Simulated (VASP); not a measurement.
Set up this calculation in VASP 6.6.1, as the native input.

| Property | Result |
| --- | --- |
| Task | single point |
| Functional | LDA |
| Potentials or basis | VASP PAW LDA potentials, release 64 (Li_sv, H) |
| Cutoff | 520 eV |
| k mesh | 3 × 3 × 3 |
| Occupations | fermi-dirac, width 0.15 eV |
| Spin | no spin polarisation |
| Dipole correction | no |
| Further INCAR settings | LREAL = Auto; ALGO = Fast; EDIFF = 1e-07; NBANDS = 38 |

The structure of Li16H (a cell with a defect) lies in POSCAR:

```
Li16H
1.0
    6.9800000000      0.0000000000      0.0000000000
    0.0000000000      6.9800000000      0.0000000000
    0.0000000000      0.0000000000      6.9800000000
Li H
16 1
Direct
    0.0261318052     -0.0089684814      0.0071346705
    0.5294269341      0.0345988539      0.0369197708
   -0.0115472779      0.5352578797      0.0001862464
    0.0314469914      0.0493696275      0.4764899713
    0.2304871060      0.2827650430      0.2303581662
    0.5006590258      0.5199426934     -0.0116762178
    0.5016762178     -0.0115186246      0.4569054441
    0.7863896848      0.2468767908      0.1956590258
   -0.0224928367      0.4547421203      0.5405587393
    0.2411747851      0.7349283668      0.2310458453
    0.2721489971      0.2621919771      0.7426504298
    0.5127936963      0.4647851003      0.5172922636
    0.7667765043      0.7410315186      0.2625787966
    0.7798280802      0.2631088825      0.7896131805
    0.2872206304      0.7397707736      0.7300716332
    0.7366475645      0.7187106017      0.7981088825
    0.7512607450      0.0173352436      0.1423352436
```

The cell was built by a generator and needn't be a form met in nature.

The input as run:

INCAR

```
SYSTEM = Li16H
  PREC = Accurate
  ENCUT = 520
  EDIFF = 1E-7
  ISMEAR = -1
  SIGMA = 0.15
  LREAL = Auto
  LASPH = .TRUE.
  NELM = 60
  ALGO = Fast
  ISIF = 2
  LWAVE = .FALSE.
  LCHARG = .FALSE.
  GGA = CA
  NBANDS = 38
```

KPOINTS

```
regular mesh
0
G
  3 3 3
  0 0 0
```

Potentials or basis: VASP PAW LDA potentials, release 64 (Li_sv, H).

Command:

```bash
$ cat potpaw_LDA.64/Li_sv/POTCAR potpaw_LDA.64/H/POTCAR > POTCAR
$ mpirun -np 1 vasp_std > vasp.out
```

It gave:

The largest force is 0.744 eV/Å and the band gap on the k mesh is none (metal or under the smearing width).

It took 7.7 min on 1 thread of Intel(R) Xeon(R) Platinum 8488C (Sapphire Rapids), on a shared host, peak memory 0.34 GiB.
